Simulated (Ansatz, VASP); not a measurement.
# Cross-check of Te2Mo between VASP and Ansatz

Wanted: the spread between two codes on one cell, functional and k mesh. Of the first pair: The structure shown is the start of the Ansatz relaxation below; VASP solves that cell, so the two are compared at the walk's first step.

Main program and level: Ansatz 0.2.0; plane waves, with VASP 6.6.1 beside it; single point at PBEsol with D3(BJ).

## (1) The starting structure

The cell holds 3 atoms: 2 Te and 1 Mo. Its edges and angles: a = 3.518 Å, b = 3.518 Å, c = 34.400 Å, α = 90.0°, β = 90.0°, γ = 120.0°. It derives from Te2Mo. Vacuum lies along c.

## (2) Ansatz: relaxation, PBEsol with D3(BJ)

Ansatz runs on its PAW soft_1 files.

The two programs are compared at the cell with which this relaxation starts, whose forces are those of its first step.

input.yaml reads:

```yaml
crystal:
  lattice:
    - [3.5182, 0.0, 0.0]
    - [-1.7591, 3.0468505756, 0.0]
    - [0.0, 0.0, 34.4]
  atoms:
    - { symbol: Te, position: [0.33333333, 0.66666667, 0.4475989993] }
    - { symbol: Mo, position: [0.66666667, 0.33333333, 0.5] }
    - { symbol: Te, position: [0.33333333, 0.66666667, 0.5524010007] }
  periodic: [true, true, false]
kpoints:
  mp_grid: { grid: [9, 9, 1] }
hamiltonian:
  xc: pbesol
  dispersion: d3bj
  pseudopotentials: { kind: paw, azcp: { folder: soft_1 }, xc_functional: pbe }
scf:
  occupations: { method: fermi_dirac, width: 0.02 }
relax:
  f_tol: 0.01
  max_steps: 100
  cell: {}
```

On the command line:

```bash
> ansatz run input.yaml --threads 2 --pin off --max-ram 73728MiB --backend cuda --events-out ev --progress --plain --runs-dir out --devices 1 --max-vram 13GiB
```

Numbers of over 12 decimals in the logs are rounded to 6 here.

Log:

```text
GPUs: using 1 of 1 available (devices: 1).
Engine: ansatz 0.2.0, x86_64-unknown-linux-gnu
Pseudopotentials: kind: paw
Pseudopotential: Te, paw, valence charge 16, recommended cutoff 420 eV (normal), soft_1/Te.paw.azcp
Pseudopotential: Mo, paw, valence charge 14, recommended cutoff 420 eV (normal), soft_1/Mo.paw.azcp
Functional definition: PBEsol
  exchange = pbesol_x
  correlation = pbesol_c
device memory: the entry about to start is reckoned to put 2.1 GiB on a device that reports 53.0 GiB free (of which the cap on the GPU budget leaves the run 13.0 GiB)
GPU FFT provider: cuFFT
GPU libraries: cuBLAS 13.8.2, cuFFT 12.4.0, cuSOLVER 12.3.4
Crystal: 3 atoms, lattice volume = 368.748 Å³
Basis set: ecut = 420 eV, 7177 PW (Γ), exchange–correlation on 48×48×480 points (8 copies of the dense FFT grid, shifted against one another)
Bands: 28, of which v1, the nominal top of the filled ones, is band 23 counted from 1 (22 counted from 0)
Symmetry: 12 space group operations
Space group: P-6m2 (ITA 187), of the structure as read, at distance tolerance 7.2e-5 Å
k-points: 12 of 81 (time reversal used)
Non-local potential: Te, projectors of the file, l = 0: 2, l = 1: 2, l = 2: 2, l = 3: 1
Non-local potential: Mo, projectors of the file, l = 0: 3, l = 1: 2, l = 2: 2, l = 3: 1
PAW form: soft (Blöchl's): semilocal exchange-correlation on the pseudo side does not see the compensation charge
PAW frozen core: Te, regenerated for the run's functional, and the local potential with it (the file was generated under x = pbe(κ = 0.804, μ = 0.219515), c = pbe(β = 0.066725))
PAW frozen core: Mo, regenerated for the run's functional, and the local potential with it (the file was generated under x = pbe(κ = 0.804, μ = 0.219515), c = pbe(β = 0.066725))
PAW one-centre angular grid: Te, 590 points (default); XC on 64 Gauss nodes
PAW one-centre angular grid: Mo, 590 points (default); XC on 64 Gauss nodes
Initial density: superposition of atomic densities (neutral atoms: chi_scale 0, normalization atom)
Initial wavefunctions: pseudopotential atomic-orbital guess
GPU buffer pool allocated for 138240 grid points (all kernels)
GPU transforms: local potential and band sums: pruned to the plane-wave sphere, on 24×24×240
Functional: x = pbesol(κ = 0.804, μ = 0.123457), c = pbesol(β = 0.046)
SCF iter   1: F=—  HF=-18703.265862 eV  |F-HF|=—  |Δ(HF+E_count)|=         —  Δρ=2.30e-2  dr2=2.67e0  ethr=3.10e-3  ⟨swp⟩=20.9  Hψ=2888  notcnv=0
preconditioner: auto → Resta (q_TF=auto, 1.929 Å⁻¹)  ε∞=2.1  [insulator: Δε(μ)=1.183 eV  Ē_g=7.710 eV  σ=0.020 eV  W_gap=1.00  n_scr=20 (ndim 8)  ℏωp=8.2 eV  f_vac=0.767  D(μ)=0.00/eV (n_scr^D=0)  ε∞_Penn≈2.1  vacuum switching on, ρ_ref=4.3e-3 e/Å³]
SCF iter   2: F=—  HF=-18702.839024 eV  |F-HF|=—  |Δ(HF+E_count)|=   4.27e-1  Δρ=1.42e-2  dr2=2.68e0  ethr=3.10e-3  ⟨swp⟩=4.0  Hψ=895  notcnv=0  defer=12
SCF iter   3: F=—  HF=-18702.614432 eV  |F-HF|=—  |Δ(HF+E_count)|=   2.25e-1  Δρ=9.77e-3  dr2=7.00e-1  ethr=3.10e-3  ⟨swp⟩=4.0  Hψ=687  notcnv=0
SCF iter   4: F=—  HF=-18702.528913 eV  |F-HF|=—  |Δ(HF+E_count)|=   8.55e-2  Δρ=4.51e-3  dr2=1.12e-1  ethr=1.52e-3  ⟨swp⟩=2.5  Hψ=573  notcnv=0  defer=8
SCF iter   5: F=—  HF=-18702.513925 eV  |F-HF|=—  |Δ(HF+E_count)|=   1.50e-2  Δρ=6.25e-4  dr2=1.34e-3  ethr=2.44e-4  ⟨swp⟩=3.2  Hψ=561  notcnv=0  defer=12
SCF iter   6: F=—  HF=-18702.514087 eV  |F-HF|=—  |Δ(HF+E_count)|=   1.62e-4  Δρ=1.63e-4  dr2=6.36e-5  ethr=2.92e-6  ⟨swp⟩=3.9  Hψ=832  notcnv=0  defer=12
SCF iter   7: F=—  HF=-18702.514225 eV  |F-HF|=—  |Δ(HF+E_count)|=   1.38e-4  Δρ=9.56e-5  dr2=4.27e-5  ethr=1.38e-7  ⟨swp⟩=3.1  Hψ=707  notcnv=0  defer=12
SCF iter   8: F=—  HF=-18702.514216 eV  |F-HF|=—  |Δ(HF+E_count)|=   9.11e-6  Δρ=1.67e-5  dr2=1.39e-6  ethr=9.29e-8  ⟨swp⟩=3.7  Hψ=666  notcnv=0  defer=12
SCF iter   9: F=—  HF=-18702.514216 eV  |F-HF|=—  |Δ(HF+E_count)|=   1.50e-7  Δρ=6.45e-6  dr2=1.46e-7  ethr=3.03e-9  ⟨swp⟩=3.5  Hψ=724  notcnv=0  defer=12
SCF iter  10: F=-18702.514216 eV  HF=-18702.514216 eV  |F-HF|=7.68e-9  |Δ(HF+E_count)|=   2.67e-8  Δρ=4.91e-7  dr2=1.40e-9  ethr=2.17e-10  ⟨swp⟩=7.0  Hψ=1485  notcnv=0
SCF 1 converged in 10 iterations: F = -18702.514216 eV  dr2 = 1.40e-9
  greatest PAW one-centre occupation: 0.998 electrons in one spin orbital (limit 2), on the Mo atom at site 1 (counted from 0), in its partial waves of l = 0
relax step   1: F+E_penalty+E_count = -18702.51421614 eV  Δ(F+E_penalty+E_count) = +0.000e0 eV  max|allowed force component| = 2.175e-1 eV/Å  Δτ_max = 0.0000 Å  P = -2.715 N/m  Ω = 368.748 Å³  fix = [c, alpha, beta]  reactions: c -0.000 N/m  (10 SCF iters, dr2 threshold 1.00e-7 eV, accepted)
[...]
relax step   4: F+E_penalty+E_count = -18702.55101819 eV  Δ(F+E_penalty+E_count) = -3.319e-3 eV  max|allowed force component| = 7.945e-3 eV/Å  Δτ_max = 0.0190 Å  P = -0.126 N/m  Ω = 354.106 Å³  energy of the carried Pulay correction = +6.678e-4 eV  fix = [c, alpha, beta]  reactions: c -0.000 N/m  (6 SCF iters, dr2 threshold 3.00e-7 eV, accepted)
[...]
relax step   5: F+E_penalty+E_count = -18702.55111952 eV  Δ(F+E_penalty+E_count) = -1.013e-4 eV  max|allowed force component| = 9.945e-4 eV/Å  Δτ_max = 0.0007 Å  P = +0.004 N/m  Ω = 353.434 Å³  energy of the carried Pulay correction = +6.996e-4 eV  fix = [c, alpha, beta]  reactions: c +0.000 N/m  (5 SCF iters, dr2 threshold 2.14e-8 eV, accepted)
[...]
relax step   6: F+E_penalty+E_count = -18702.55043749 eV  Δ(F+E_penalty+E_count) = +6.820e-4 eV  max|allowed force component| = 1.181e-3 eV/Å  Δτ_max = 0.0000 Å  P = +0.003 N/m  Ω = 353.434 Å³  fix = [c, alpha, beta]  reactions: c +0.000 N/m  stress off target by 2.96e-3 N/m on what of the cell is left free  SCF on the basis re-selected at this cell (its energy is not comparable with the rows above)  (7 SCF iters)
basis re-selected at this cell: Δ(F+E_penalty+E_count) = +6.820e-4 eV, ΔP = -0.001 N/m vs the last step (what re-selecting the basis moved, of the pressure what is left beyond the Pulay correction that the steps carried, after the strain that the cell walked since its last selection, with what the two solves' SCF thresholds leave and, on support functions, any second-order correction that the steps lacked; it is no m [...]
SCF converged after 7 iterations
Free energy (F): -18702.550437 eV
Harris-Foulkes:  -18702.550437 eV  (|F-HF|=4.00e-11)
Internal energy: -18702.550437 eV  (E = F + TS)
E sigma→0 (E₀):  -18702.550437 eV
Fermi energy:    -4.250232 eV
--- Per-component energies (eV) ---
  E_band       = -1361.361486
  E_kinetic    = 770.944373
  E_local      = -129814.876851  (includes V_loc(G=0)·N_el)
  E_nonlocal   = 289.547654
  E_hartree    = 64387.069775
  E_xc         = -419.218948
  E_vxc        = -424.322939  (∫ρ·V_xc dr)
  E_paw        = -12343.717953  (= ΣΔE_a)
  E_vpaw       = -956.793433  (= ΣTr[D̂ρ^β])
  E_aug_tail   = 0.000223  (compensation charges beyond the density's cutoff)
  E_ewald      = 58427.821357
  E_disp       = -1.078989  (pairwise vdW)
  E_core_change = 0.958922  (= ΣΔE_core)
  E_smearing   = -0.000000  (= −TS)
  E_closure    = -0.000000  (closes the sum)
  Σ components = -18702.550437   (vs F -18702.550437, Δ=0.00e0)
--- Forces (eV/Å), atoms counted from 1 ---
  atom   1  Te     0.00000000     0.00000000    -0.00118104
  atom   2  Mo     0.00000000    -0.00000000     0.00000000
  atom   3  Te     0.00000000     0.00000000     0.00118104
  max |Σ_I F_I| component: 2.31e-18 eV/Å
--- 2D stress c σ (N/m, compression-positive) ---
        0.002962      -0.000000       0.000000
        0.000000       0.002962       0.000000
        0.000000       0.000000       0.000000
  P = ½ c Tr σ = 0.0030 N/m
--- Band table (eV; the first three rows and the last of 12) ---
  k-point 0: bands = [... 19 lower, -6.4580, -5.6444, -5.6444, -5.5889, -1.4505 (-1.4505°), -1.4505 (-1.4505°), -1.1551, -1.1551, ... 1 higher]
  k-point 1: bands = [... 19 lower, -6.3008, -5.8780, -5.6043, -5.5802, -2.1542, -2.1455, -1.5538 (-1.5538°), -1.3252, ... 1 higher]
  k-point 2: bands = [... 19 lower, -6.3830, -5.9873, -5.8788, -5.7265, -3.2605, -2.5781, -2.3175, -1.1211, ... 1 higher]
  k-point 11: bands = [... 19 lower, -8.0610, -7.8255, -6.7347, -4.8850, -3.5637, -3.1088, -2.1087, -0.4666, ... 1 higher]
  ° read free of the cell's end (the report's vacuum.weakly_bound_levels)
--- Relaxed structure (5 steps of the walk, 5 accepted, 1 SCFs on fresh bases) ---
  F+E_penalty+E_count = -18702.55043749 eV   max|allowed force component| = 1.181e-3 eV/Å   (the final SCF, on the basis selected at the relaxed cell)
  cell:  # Å, volume = 353.4337 Å³
    - [3.444367, -8.197084335012131e-18, 0.0]
    - [-1.722184, 2.982910, 0.0]
    - [0.0, 0.0, 34.4]
  atoms:
    - { symbol: Te, position: [0.333333, 0.666667, 0.447221] }
    - { symbol: Mo, position: [0.666667, 0.333333, 0.5] }
    - { symbol: Te, position: [0.333333, 0.666667, 0.552779] }
```

## (3) VASP: single point, PBEsol with D3(BJ), start cell, pair 1

The same cell, functional, mesh and smearing now go to VASP, with its own data sets.

Lines of VASP's logs that name or quote its potential files are left out, and so is its time.

INCAR reads:

```
SYSTEM = Te2Mo
PREC = Accurate
ENCUT = 400
EDIFF = 1E-06
NELM = 120
ISMEAR = -1
SIGMA = 0.02
LREAL = .FALSE.
ALGO = Normal
GGA = PS
IVDW = 12
NBANDS = 19
LASPH = .TRUE.
LORBIT = 11
LWAVE = .FALSE.
LCHARG = .FALSE.
ISIF = 2
LDIPOL = .TRUE.
IDIPOL = 3
DIPOL = 0.5 0.5 0.5
LVHAR = .TRUE.
GGA_COMPAT = .FALSE.
EFERMI = MIDGAP
NELMDL = -8
KPAR = 2
```

POSCAR reads:

```
Te2Mo
1.0
    3.5182000000      0.0000000000      0.0000000000
   -1.7591000000      3.0468510000      0.0000000000
    0.0000000000      0.0000000000     34.4000000000
Te Mo
2 1
Direct
    0.3333333334      0.6666666666      0.4475990116
    0.3333333334      0.6666666666      0.5524009884
    0.6666666667      0.3333333333      0.5000000000
```

KPOINTS reads:

```
Automatic mesh
0
Gamma
9 9 1
0 0 0
```

The projector-augmented-wave data sets are Te and Mo_sv (PBE family, release 64).

On the command line:

```bash
> mpirun -np 2 vasp_std
```

Log:

```text
[banner, memory and clock lines left out]
running    2 mpi-ranks, on    1 nodes
 distrk:  each k-point on    1 cores,    2 groups
 distr:  one band on    1 cores,    1 groups

 POSCAR found type information on POSCAR TeMo
 POSCAR found :  2 types and       3 ions
|                                                                             |
|               ----> ADVICE to this user running VASP <----                  |
|                                                                             |
|     You enforced a specific xc type in the INCAR file but a different       |
|     [... a line on the potential file left out ...]
|     I HOPE YOU KNOW WHAT YOU ARE DOING!                                     |
|                                                                             |

 LDA part: xc-table for (Slater+PW92), standard interpolation
 POSCAR, INCAR and KPOINTS ok, starting setup
 FFT: planning ... GRIDC
 FFT: planning ... GRID_SOFT
 FFT: planning ... GRID
 WAVECAR not read
 entering main loop
       N       E                     dE             d eps       ncg     rms          rms(c)
DAV:   1     0.116576478845E+03    0.11658E+03   -0.11009E+04   648   0.801E+02
DAV:   2    -0.997816334696E+01   -0.12655E+03   -0.12425E+03   648   0.176E+02
DAV:   3    -0.201888483529E+02   -0.10211E+02   -0.10134E+02   690   0.439E+01
DAV:   4    -0.203850906694E+02   -0.19624E+00   -0.19541E+00   654   0.618E+00
DAV:   5    -0.203872879429E+02   -0.21973E-02   -0.21968E-02   610   0.742E-01
DAV:   6    -0.203873401746E+02   -0.52232E-04   -0.52232E-04   690   0.934E-02
DAV:   7    -0.203873407097E+02   -0.53509E-06   -0.53504E-06   621   0.965E-03
DAV:   8    -0.203873407238E+02   -0.14150E-07   -0.14006E-07   514   0.128E-03    0.160E+01
DAV:   9    -0.199151045940E+02    0.47224E+00   -0.48441E+00   473   0.127E+01    0.622E+00
DAV:  10    -0.198974220197E+02    0.17683E-01   -0.49563E+00   471   0.106E+01    0.469E+00
DAV:  11    -0.196122129435E+02    0.28521E+00   -0.13761E+00   468   0.605E+00    0.147E+00
DAV:  12    -0.196152125582E+02   -0.29996E-02   -0.11357E-01   576   0.179E+00    0.919E-01
DAV:  13    -0.196077561840E+02    0.74564E-02   -0.36094E-02   503   0.109E+00    0.226E-01
DAV:  14    -0.196076510399E+02    0.10514E-03   -0.12923E-03   576   0.217E-01    0.982E-02
[...]
DAV:  19    -0.196083097808E+02   -0.15154E-03   -0.11034E-05   582   0.133E-02    0.357E-03
DAV:  20    -0.196084330943E+02   -0.12331E-03   -0.67936E-06   528   0.935E-03    0.453E-03
DAV:  21    -0.196084630644E+02   -0.29970E-04   -0.44327E-07   461   0.214E-03    0.243E-03
DAV:  22    -0.196084831825E+02   -0.20118E-04   -0.52896E-07   462   0.243E-03    0.119E-03
DAV:  23    -0.196084937177E+02   -0.10535E-04   -0.24509E-07   434   0.175E-03    0.944E-04
DAV:  24    -0.196084972991E+02   -0.35814E-05   -0.70709E-08   356   0.101E-03    0.405E-04
DAV:  25    -0.196084984188E+02   -0.11197E-05   -0.13927E-08   308   0.355E-04    0.167E-04
DAV:  26    -0.196084990031E+02   -0.58435E-06   -0.13596E-08   322   0.268E-04
   1 F= -.20643159E+02 E0= -.20643159E+02  d E =-.223036E-13
```

Parts of OUTCAR (step 3):

```text
ion  position               nearest neighbor table
   1  0.333  0.667  0.448-   3 2.72   3 2.72   3 2.72   2 3.61
   2  0.333  0.667  0.552-   3 2.72   3 2.72   3 2.72   1 3.61
   3  0.667  0.333  0.500-   1 2.72   2 2.72   1 2.72   2 2.72   1 2.72   2 2.72

  LATTYP: Found a hexagonal cell.
 ALAT       =     3.5182000000
 C/A-ratio  =     9.7777272469

 Subroutine GETGRP returns: Found 12 space group operations
 (whereof 12 operations were pure point group operations)

The static configuration has the point symmetry D_3h.

 Found     12 irreducible k-points:

   k-points           NKPTS =     12   k-points in BZ     NKDIM =     12   number of bands    NBANDS=     19

   dimension x,y,z NGX =    24 NGY =   24 NGZ =  224
   dimension x,y,z NGXF=    48 NGYF=   48 NGZF=  448

   ENCUT  =  400.0 eV  29.40 Ry    5.42 a.u.   5.74  5.74 56.10*2*pi/ulx,y,z

   NELECT =      26.0000    total number of electrons

 k-points in reciprocal lattice and weights: Automatic mesh
   0.00000000  0.00000000  0.00000000       0.012
   0.11111111 -0.00000000  0.00000000       0.074
   0.22222222 -0.00000000  0.00000000       0.074
   0.33333333 -0.00000000  0.00000000       0.074
   0.44444444 -0.00000000  0.00000000       0.074
   0.11111111  0.11111111  0.00000000       0.074
   0.22222222  0.11111111  0.00000000       0.148
   0.33333333  0.11111111  0.00000000       0.148
   0.44444444  0.11111111  0.00000000       0.074
   0.22222222  0.22222222  0.00000000       0.074
   0.33333333  0.22222222  0.00000000       0.148
   0.33333333  0.33333333  0.00000000       0.025

 dipolmoment           0.000000      0.000000      0.000000 electrons x Angstroem

 average (electrostatic) potential at core
       1 -96.1832       2 -96.1832       3 -83.4818

 E-fermi :  -1.7780

 k-point     1 :       0.0000    0.0000    0.0000
  band No.  band energies     occupation
    ...
      9      -3.9974      2.00000
     10      -3.9974      2.00000
     11      -3.2012      2.00000
     12      -3.2012      2.00000
     13      -2.8521      2.00000
     14       0.8403      0.00000
     15       0.8403      0.00000
     16       1.1351      0.00000
     17       1.1351      0.00000
     18       1.9818      0.00000
    ...

 k-point     2 :       0.1111   -0.0000    0.0000
  band No.  band energies     occupation
    ...
      9      -4.3749      2.00000
     10      -3.8539      2.00000
     11      -3.4228      2.00000
     12      -3.0895      2.00000
     13      -2.8681      2.00000
     14       0.2133      0.00000
     15       0.2449      0.00000
     16       0.7718      0.00000
     17       0.9788      0.00000
     18       2.2443      0.00000
    ...

 k-point     3 :       0.2222   -0.0000    0.0000
  band No.  band energies     occupation
    ...
      9      -5.0948      2.00000
     10      -3.9008      2.00000
     11      -3.4673      2.00000
     12      -3.3625      2.00000
     13      -3.0698      2.00000
     14      -0.7167      0.00000
     15      -0.1410      0.00000
     16       0.0608      0.00000
     17       1.2198      0.00000
     18       2.7475      0.00000
    ...

 Edisp (eV)   -1.03466

  Total      -1.85945    -1.85945    -0.77672     0.00000     0.00000     0.00000
  in kB      -8.07915    -8.07915    -3.37478     0.00000     0.00000     0.00000
  external pressure =       -6.51 kB  Pullay stress =        0.00 kB

  energy-cutoff  :      400.00
  volume of cell :      368.75
      direct lattice vectors                 reciprocal lattice vectors
     3.518200000  0.000000000  0.000000000     0.284236257  0.164103857  0.000000000
    -1.759100000  3.046851000  0.000000000     0.000000000  0.328207713  0.000000000
     0.000000000  0.000000000 34.400000000     0.000000000  0.000000000  0.029069767

 POSITION                                       TOTAL-FORCE (eV/Angst)
 -----------------------------------------------------------------------------------
      0.00000      2.03123     15.39741        -0.000000      0.000000      0.186600
      0.00000      2.03123     19.00259         0.000000      0.000000     -0.186600
      1.75910      1.01562     17.20000         0.000000     -0.000000      0.000000
 -----------------------------------------------------------------------------------
    total drift:                               -0.000001     -0.000008      0.000000

  FREE ENERGIE OF THE ION-ELECTRON SYSTEM (eV)
  ---------------------------------------------------
  free  energy   TOTEN  =       -20.6431594562 eV

  energy  without entropy=      -20.6431594562  energy(sigma->0) =      -20.64315946

 vacuum level on the upper side and lower side of the slab         2.602         2.602

 total charge
# of ion       s       p       d       tot
------------------------------------------
    1        1.384   1.980   0.062   3.425
    2        1.384   1.980   0.062   3.425
    3        2.257   6.148   3.989  12.394
--------------------------------------------------
tot          5.025  10.107   4.112  19.244

[... 3 further parts left out ...]
```

This run has no spin polarisation, so a moment on Mo, if there is one, isn't seen. The gap is read on the k-mesh alone, so it is an upper bound where the band edges lie off the mesh. The PAW data sets were made with PBE, which is usual practice but a small mismatch for other functionals.

## (4) Side by side

Known differences besides the potentials themselves: Ansatz cuts the interaction across the vacuum, VASP repeats the sheet with a dipole correction; the data sets hold 46 valence electrons in Ansatz (on its PAW soft_1 files) and 26 in VASP; the cutoff is 420 eV in Ansatz and 400 eV in VASP; Ansatz makes its cores anew for this functional, VASP keeps those of its PBE data sets. Total energies have different zeros and are not compared.

Forces (eV/Å; atoms numbered as in POSCAR):

| atom | Ansatz x, y, z | VASP x, y, z |
| --- | --- | --- |
| Te1 | 0.000, 0.000, 0.218 | 0.000, 0.000, 0.187 |
| Te2 | 0.000, 0.000, -0.218 | 0.000, 0.000, -0.187 |
| Mo3 | 0.000, 0.000, 0.000 | 0.000, 0.000, 0.000 |

The forces differ by 15 meV/Å r.m.s., which is 16.6 % of the r.m.s. force of 0.088 eV/Å (both taken over all components). With vacuum in the cell, a pressure given here is an average over mostly empty space and none of the material.

## (5) Further runs

Further runs change the set-up of one program: Ansatz's method, potentials or start, or VASP's data sets, cutoff or form of LDA. The table gives that difference for each run.

```
                                                           run  r.m.s. force difference (meV/Å)
                                                      as above                               15
VASP with the data sets Te_sv_GW and Mo and a cutoff of 520 eV                               25
```

(Continued in part 2 of 2.)

[Lines on the potential files, build, host, timing and source positions are cut from VASP's logs without a mark.]

[Logs are printed without paths, hosts, clocks, repeated set-up lines and the standing remarks that a program may print on its own settings, such as how far it seeks lower states.]

[Hosts, paths, dates, database ids (printed as entryN), source tags and the programs' standing remarks are cut or masked in the printed files.]
